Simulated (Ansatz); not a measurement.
MgO: experiment and calculation

**Measured values to compare with.**

From “Disentangling orbital and spin exchange interactions for Co^2+ on a rocksalt lattice”, 2018, arxiv:1807.05012, for a powder of MgO at 300 K: lattice constant a 4.2118 ± 0.0001 Å.

From “Electronic structure of alkaline earth and post-transition metal oxides”, 2009, arxiv:0908.1581, for a bulk crystal of MgO: band gap 7.83 eV.

The results are compared with them further down.

Theory: DFT PBEsol, scalar-relativistic, plane waves, PAW (Ansatz 0.2.0).

Settings: cutoff 420 eV, Γ-centred mesh 10×10×10 on the computed 2-atom cell, Gaussian smearing of 0.02 eV; no spin polarisation.

Relaxed structure, symmetry kept:

```
CELL_PARAMETERS angstrom
0.00000 2.10713 2.10713
2.10713 0.00000 2.10713
2.10713 2.10713 0.00000
ATOMIC_POSITIONS crystal
Mg 0.00000 0.00000 0.00000
O 0.50000 0.50000 0.50000
```

| Item | Value |
| --- | --- |
| Space group | Fm-3m (No. 225) |
| Volume per atom | 9.36 Å³ |
| Formation energy from the elements' standard states (uncorrected) | -2.769 eV/atom |
| Kohn–Sham band gap | 4.62 eV, direct at Γ |
| Löwdin character of the top 1 eV of the valence band | O 2p 98 % |
| Löwdin character of the lowest 1 eV of the conduction band | Mg 3s 54 %, O 2s 36 %, O 2p 9 % |
| Electron masses at the edge by Cartesian direction of the standard setting (m_e; degenerate bands sorted by energy; no spin-orbit coupling) | x: 0.34; y: 0.34; z: 0.34 |
| Hole masses at the edge by Cartesian direction of the standard setting (m_e; degenerate bands sorted by energy; no spin-orbit coupling) | x: 2.1, 2.1, 0.38; y: 2.1, 2.1, 0.38; z: 2.1, 2.1, 0.38 |
| Bulk modulus | 158 GPa |
| Its pressure derivative | 4.6 |
| Bader charges (e) | Mg (1 in the cell) 1.71, O (1 in the cell) -1.71 |

Against the measured lattice constant a of MgO, 4.2118 Å (300 K; powder; the paper above), the calculated 4.214 Å is off by +0.1 %. 4 values of this kind are on record (4.2118 to 4.21322 Å); this one was drawn at random among those near their median, those with a stated uncertainty first. The calculation is for 0 K without zero-point motion. Measured band gap of MgO: 7.83 eV (quoted in the paper above). This calculation gives 4.62 eV (-3.21 eV). Kohn–Sham gaps of semilocal functionals fall short of measured ones as a rule.